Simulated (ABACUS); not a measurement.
Write an ASE script for ABACUS 3.10.1 that does the following.

```yaml
Task: relaxation of cell and atoms
Functional: PBE
Potentials_or_basis: PseudoDojo NC SR 0.4.1 PBE standard, lanthanides 3+ (f in core)
Cutoff: 1361 eV
Density_cutoff: 5442 eV
Basis: TZDP LCAO (the cutoffs set its grid)
k_mesh: 8 × 8 × 8
Occupations: fermi-dirac, width 0.05 eV
Spin: no spin polarisation
Orbital_files: Pr Pr_confined-atom_8au_4s3p3d1f.orb
Optimiser: ASE LBFGS
Force_threshold: 0.01 eV/Å
Max_steps: 60
Cell_moves: yes
Radial_cutoff_of_the_potentials_pseudo_rcut: 10 bohr
SCF_threshold_on_the_density: 1e-07
Max_SCF_steps: 100
Eigensolver: genelpa
Mixing: broyden
Mixing_share: 0.7
Symmetry_key: 1
```

The structure of Pr lies in Pr.cif:

```cif
data_Pr
_cell_length_a 4.19474431
_cell_length_b 4.19474431
_cell_length_c 4.19474431
_cell_angle_alpha 90.00000000
_cell_angle_beta 90.00000000
_cell_angle_gamma 90.00000000
_space_group_name_H-M_alt 'Im-3m'
_space_group_name_Hall '-I 4 2 3'
_space_group_IT_number 229
loop_
_space_group_symop_operation_xyz
'x,y,z'
'-x,-y,-z'
'-y,x,z'
'y,-x,-z'
'-x,-y,z'
'x,y,-z'
'y,-x,z'
'-y,x,-z'
'x,-y,-z'
'-x,y,z'
'-y,-x,-z'
'y,x,z'
'-x,y,-z'
'x,-y,z'
'y,x,-z'
'-y,-x,z'
'z,x,y'
'-z,-x,-y'
'z,-y,x'
'-z,y,-x'
'z,-x,-y'
'-z,x,y'
'z,y,-x'
'-z,-y,x'
'-z,x,-y'
'z,-x,y'
'-z,-y,-x'
'z,y,x'
'-z,-x,y'
'z,x,-y'
'-z,y,x'
'z,-y,-x'
'y,z,x'
'-y,-z,-x'
'x,z,-y'
'-x,-z,y'
'-y,z,-x'
'y,-z,x'
'-x,z,y'
'x,-z,-y'
'-y,-z,x'
'y,z,-x'
'-x,-z,-y'
'x,z,y'
'y,-z,-x'
'-y,z,x'
'x,-z,y'
'-x,z,-y'
'x+1/2,y+1/2,z+1/2'
'-x+1/2,-y+1/2,-z+1/2'
'-y+1/2,x+1/2,z+1/2'
'y+1/2,-x+1/2,-z+1/2'
'-x+1/2,-y+1/2,z+1/2'
'x+1/2,y+1/2,-z+1/2'
'y+1/2,-x+1/2,z+1/2'
'-y+1/2,x+1/2,-z+1/2'
'x+1/2,-y+1/2,-z+1/2'
'-x+1/2,y+1/2,z+1/2'
'-y+1/2,-x+1/2,-z+1/2'
'y+1/2,x+1/2,z+1/2'
'-x+1/2,y+1/2,-z+1/2'
'x+1/2,-y+1/2,z+1/2'
'y+1/2,x+1/2,-z+1/2'
'-y+1/2,-x+1/2,z+1/2'
'z+1/2,x+1/2,y+1/2'
'-z+1/2,-x+1/2,-y+1/2'
'z+1/2,-y+1/2,x+1/2'
'-z+1/2,y+1/2,-x+1/2'
'z+1/2,-x+1/2,-y+1/2'
'-z+1/2,x+1/2,y+1/2'
'z+1/2,y+1/2,-x+1/2'
'-z+1/2,-y+1/2,x+1/2'
'-z+1/2,x+1/2,-y+1/2'
'z+1/2,-x+1/2,y+1/2'
'-z+1/2,-y+1/2,-x+1/2'
'z+1/2,y+1/2,x+1/2'
'-z+1/2,-x+1/2,y+1/2'
'z+1/2,x+1/2,-y+1/2'
'-z+1/2,y+1/2,x+1/2'
'z+1/2,-y+1/2,-x+1/2'
'y+1/2,z+1/2,x+1/2'
'-y+1/2,-z+1/2,-x+1/2'
'x+1/2,z+1/2,-y+1/2'
'-x+1/2,-z+1/2,y+1/2'
'-y+1/2,z+1/2,-x+1/2'
'y+1/2,-z+1/2,x+1/2'
'-x+1/2,z+1/2,y+1/2'
'x+1/2,-z+1/2,-y+1/2'
'-y+1/2,-z+1/2,x+1/2'
'y+1/2,z+1/2,-x+1/2'
'-x+1/2,-z+1/2,-y+1/2'
'x+1/2,z+1/2,y+1/2'
'y+1/2,-z+1/2,-x+1/2'
'-y+1/2,z+1/2,x+1/2'
'x+1/2,-z+1/2,y+1/2'
'-x+1/2,z+1/2,-y+1/2'
loop_
_atom_site_label
_atom_site_type_symbol
_atom_site_symmetry_multiplicity
_atom_site_Wyckoff_symbol
_atom_site_fract_x
_atom_site_fract_y
_atom_site_fract_z
_atom_site_occupancy
Pr1 Pr 2 a 0.0000000000 0.0000000000 0.0000000000 1
```

This isn't the form of Pr at room conditions, which is double hcp.

One way to write it, as run:

run_abacus.py

```python
"""Relaxation by an ASE optimiser with ABACUS as a small file-based calculator."""
import re
import subprocess
import spglib
from ase import Atoms
import numpy as np
from ase.calculators.calculator import Calculator, all_changes
from ase.filters import FrechetCellFilter
from ase.io import read
from ase.optimize import LBFGS
from ase.stress import full_3x3_to_voigt_6_stress
from ase.units import Bohr, GPa

atoms = read("Pr.cif")
cell, frac, numbers = spglib.standardize_cell((atoms.cell[:], atoms.get_scaled_positions(), atoms.numbers), to_primitive=True, symprec=1e-4)
atoms = Atoms(numbers=numbers, cell=cell, scaled_positions=frac, pbc=True)  # the primitive cell
atoms = atoms[(-atoms.numbers).argsort(kind="stable")]  # ABACUS lists atoms element by element
pseudo = {'Pr': 'Pr.upf'}
orbital = {'Pr': 'Pr_confined-atom_8au_4s3p3d1f.orb'}
magmoms = None
kmesh = [8, 8, 8]
params = {
    'suffix': 'Pr',
    'calculation': 'scf',
    'basis_type': 'lcao',
    'pseudo_dir': './',
    'orbital_dir': './',
    'symmetry': 1,
    'dft_functional': 'pbe',
    'ecutwfc': 100,
    'pseudo_rcut': 10,
    'nspin': 1,
    'nbands': 10,
    'ks_solver': 'genelpa',
    'smearing_method': 'fd',
    'smearing_sigma': 0.00367493,
    'scf_thr': 1e-07,
    'scf_nmax': 100,
    'mixing_type': 'broyden',
    'mixing_beta': 0.7,
    'cal_force': 1,
    'cal_stress': 1,
    'out_mul': 1,
}

def write_input(atoms):
    symbols = atoms.get_chemical_symbols()
    elements = list(dict.fromkeys(symbols))
    lines = ["ATOMIC_SPECIES"] + [f"{e} {atoms.get_masses()[symbols.index(e)]:.4f} {pseudo[e]}" for e in elements]
    if orbital:
        lines += ["", "NUMERICAL_ORBITAL"] + [orbital[e] for e in elements]
    lines += ["", "LATTICE_CONSTANT", f"{1 / Bohr:.10f}", "", "LATTICE_VECTORS"]
    lines += [" ".join(f"{x:.10f}" for x in v) for v in atoms.cell]
    lines += ["", "ATOMIC_POSITIONS", "Direct"]
    for e in elements:
        lines += ["", e, "0.0", str(symbols.count(e))]
        for i, p in enumerate(atoms.get_scaled_positions(wrap=False)):
            if symbols[i] == e:
                mag = "" if magmoms is None else " mag " + " ".join(str(x) for x in (magmoms[i] if isinstance(magmoms[i], list) else [magmoms[i]]))
                lines.append(" ".join(f"{x:.10f}" for x in p) + " 1 1 1" + mag)
    open("STRU", "w").write("\n".join(lines) + "\n")
    open("KPT", "w").write("K_POINTS\n0\nGamma\n%d %d %d 0 0 0\n" % tuple(kmesh))
    open("INPUT", "w").write("INPUT_PARAMETERS\n" + "".join(f"{k:<20s}{v}\n" for k, v in params.items()))

class Abacus(Calculator):
    implemented_properties = ["energy", "free_energy", "forces", "stress"]

    def calculate(self, atoms=None, properties=("energy",), system_changes=all_changes):
        super().calculate(atoms, properties, system_changes)
        write_input(self.atoms)
        subprocess.run(['mpirun', '-np', '4', 'abacus'], check=True)
        log = open("OUT.Pr/running_scf.log").read()
        if "charge density convergence is achieved" not in log:
            raise RuntimeError("SCF not converged")
        rows = lambda title, n: np.array([l.split()[-3:] for l in log.split(title)[-1].split("\n")[2:2 + n]], float)
        energy = float(re.findall(r"FINAL_ETOT_IS (\S+)", log)[-1])
        stress = -rows("TOTAL-STRESS", 3) / 10 * GPa  # ABACUS prints kbar, compression positive
        self.results = dict(energy=energy, free_energy=energy, forces=rows("TOTAL-FORCE", len(self.atoms)), stress=full_3x3_to_voigt_6_stress(stress))

atoms.calc = Abacus()
opt = LBFGS(FrechetCellFilter(atoms), logfile="opt.log", trajectory="relax.traj")
print("optimiser converged:", opt.run(fmax=0.01, steps=60))
```

Potentials or basis: PseudoDojo NC SR 0.4.1 PBE standard, lanthanides 3+ (f in core), TZDP LCAO (the cutoffs set its grid).

Launch:

```bash
$ OMP_NUM_THREADS=1 python run_abacus.py > log
```

It gave:

The band gap on the k mesh is none (metal or under the smearing width).

Caveat: the atomic orbitals were generated for these runs and aren't a published set; the local potential of these files has a noisy tail that shifts the pressure, which isn't listed; the 4f electrons are frozen in the core as for a trivalent ion, so they carry no moment and show no levels; the basis of atomic orbitals isn't converged, which shifts pressures, moduli and gaps.

It took 11 s on 4 MPI ranks on Intel(R) Xeon(R) 6975P-C (Granite Rapids), on a shared host, peak memory 0.4 GiB a rank.
